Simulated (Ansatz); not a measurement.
Seebeck coefficient (μV/K, mean over directions) of p-type BeO (P6_3mc) against carrier density, PBEsol, rigid bands (Ansatz, an electronic-structure program). Computed gap 7.51 eV; densities at which minority carriers matter at this gap, or further valleys turn the trend, are left out. Conductivity mass 1.85 mₑ (harmonic mean over directions), N_v = 1.1e20 cm⁻³ at 300 K.

```tsv
hole density	300 K	500 K
1e16 cm⁻³	1059	?
1e17 cm⁻³	?	939
1e18 cm⁻³	662	741
3e18 cm⁻³	568	646
1e19 cm⁻³	465	543
3e19 cm⁻³	?	449
1e20 cm⁻³	276	347
3e20 cm⁻³	194	258
1e21 cm⁻³	116	167
```

Q: Fill in the missing entries.

A: 
- 1e16 cm⁻³, 500 K: 1138
- 1e17 cm⁻³, 300 K: 861
- 3e19 cm⁻³, 300 K: 373

Rigid bands with a gap fixed in temperature, one relaxation time for all states, no polarons or phonon drag, and whether or not such doping can be reached. Spin-orbit coupling is left out.
